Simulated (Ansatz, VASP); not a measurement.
One calculation of Pt, two programs

```xyz
4
Lattice="1.3485 -4.9504 0.0000 1.3485 4.9504 0.0000 0.0000 0.0000 4.6838" Properties=species:S:1:pos:R:3 pbc="T T T"
Pt    1.3485    3.6566    4.6837
Pt    1.3485   -1.2938    2.3420
Pt    1.3485   -3.6566    0.0001
Pt    1.3485    1.2938    2.3418
```

Alike in both runs: functional PBEsol; k mesh 6 × 6 × 4; occupations gaussian, width 0.1 eV; no spin polarisation.

Ansatz relaxed the structure, and its values are those at the end. VASP's run is a single point on that final structure, the one shown.

|  | VASP | Ansatz |
| --- | --- | --- |
| version | VASP 6.6.1 | Ansatz 0.2.0 |
| potentials or method | VASP PAW PBE potentials, release 64 (Pt) | scalar-relativistic, plane waves, PAW |
| plane-wave cutoff (eV) | 520 | 420 |
| valence electrons in the cell | 40 | 72 |

|  | VASP | Ansatz | Ansatz less VASP |
| --- | --- | --- | --- |
| gap on the k mesh at the Fermi level (eV) | none | none | - |
| pressure (GPa) | -0.6 | -0.1 | +0.46 |

A gap of «none» marks a metal or a gap that the smearing closes. With one functional, cell and mesh, what is left measures potentials, basis and numerics. The two sets of potentials don't hold the same shells in valence.

Caveats: the k mesh is coarse (spacing up to 0.40 Å⁻¹), so the values aren't converged; the PAW data sets were made with another functional, which shifts forces and pressure a little (VASP). The runs have no spin-orbit coupling, so splittings on Pt are missing.
